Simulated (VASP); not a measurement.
A run of VASP 6.6.1 is set up as follows.

INCAR

```
  ALGO = Fast
  EDIFF = 1E-6
  ENCUT = 520
  GGA = PS
  ISIF = 2
  ISMEAR = 0
  ISPIN = 2
  LASPH = T
  LCHARG = T
  LELF = T
  LMAXMIX = 4
  LORBIT = 11
  LREAL = F
  LVHAR = T
  LWAVE = F
  MAGMOM = 1 0 0
  NBANDS = 22
  NELM = 120
  PREC = Accurate
  SIGMA = 0.05
```

Contents of KPOINTS:

```
k-points
0
Gamma
  11 11 6
```

The input POSCAR:

```
NiO2
1.0
    2.7987818650      0.0000000000      0.0000000000
   -1.3993909325      2.4238161948      0.0000000000
    0.0000000000      0.0000000000      4.6182730000
Ni O
1 2
Cartesian
    0.0000000000      0.0000000000      2.3091365000
   -0.0000000001      1.6158774633      1.3575921494
    1.3993909326      0.8079387315      3.2606808506
```

Potentials or basis: VASP PAW PBE potentials, release 64 (Ni, O).

The run is started by

```console
$ cat potpaw_PBE.64/Ni/POTCAR potpaw_PBE.64/O/POTCAR > POTCAR
$ mpirun -np 1 vasp_std > vasp.out
```

(1) Estimate the net moment.

(2) What does it give for the largest force?

(3) Predict the pressure.

Answers

(1) 0.00 μB per cell.

(2) 0.408 eV/Å.

(3) -3.9 GPa.

Caveat: the PAW data sets were made with another functional, which shifts forces and pressure a little.
